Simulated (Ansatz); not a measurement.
Starting cell, LaAlO3 (cubic perovskite):

```
LaAlO3
1.0
    3.77165     0.00000     0.00000
    0.00000     3.77165     0.00000
    0.00000     0.00000     3.77165
La Al O
1 1 3
Direct
  0.50000   0.50000   0.50000
  0.00000   0.00000   0.00000
  0.00000   0.50000   0.00000
  0.50000   0.00000   0.00000
  0.00000   0.00000   0.50000
```

Scan: atom 3 (O, nearest neighbour Al at 1.886 Å; its periodic images, 3.8 Å or more away, move with it) is displaced towards the nearest neighbour, direction (0.000, -1.000, 0.000) in Cartesian axes, by s. The other atoms stay.

Calculation: PBEsol (plane waves to 420 eV, PAW, scalar-relativistic; Ansatz, a program for electronic structure). k mesh 7×7×7 (Γ-centred), Fermi-Dirac smearing 0.05 eV. E stands for the smeared free energy. LaAlO3 is run without spin polarisation. LaAlO3 was relaxed with its symmetry unable to fall. This is a high-temperature form of LaAlO3. The zero of ΔE is the undisplaced structure.

```
s (Å)   ΔE (meV/cell)
------  -------------
-0.380           2056
-0.304           1188
-0.228            616
-0.152            258
-0.076             62
0.000               0
0.076              62
0.152             258
0.228             616
0.304            1188
0.380            2056
```

What force constant k = d²E/ds² at s = 0 does the table give?

21 eV/Å². It is the second difference of the nearest points, corrected with the next pair.

With k = 21.25 eV/Å² from the forces, is the well harmonic out to s = 0.380 Å?

½ks² = 1534 meV/cell against the computed 2056 meV/cell, so the well is stiffer than harmonic there.

(A displaced cell: forces are minus the slopes of the energy, force constants its curvatures, and phonons follow from these.)
